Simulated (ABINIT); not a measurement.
MgS (Niningerite):

```xyz
2
Lattice="0.0000 2.6016 2.6016 2.6016 0.0000 2.6016 2.6016 2.6016 0.0000" Properties=species:S:1:pos:R:3 pbc="T T T"
S     2.6016    2.6016    2.6016
Mg    0.0000    0.0000    0.0000
```

Base run:

- Program: ABINIT 10.8.3 (patched build)
- Functional: PBE
- Potentials or basis: SPMS NC PBE v1.0
- Cutoff: 707 eV
- k mesh: 6 × 6 × 6
- Occupations: fixed
- Spin: no spin polarisation

Its results: band gap on the k mesh 2.78 eV, indirect (least direct gap 3.71 eV); pressure 0.9 GPa.

Task: The run is repeated on the same cell with these changes: functional from PBE to PBE0. What comes out?

Result: Band gap on the k mesh 4.52 eV, indirect (least direct gap 5.53 eV); pressure -0.5 GPa.

PBE0 gives the wider gap, since exact exchange removes part of the self-interaction.

Caveats: the potentials were made for another functional, which shifts forces and pressure (some runs).

A k mesh can miss the band edges.
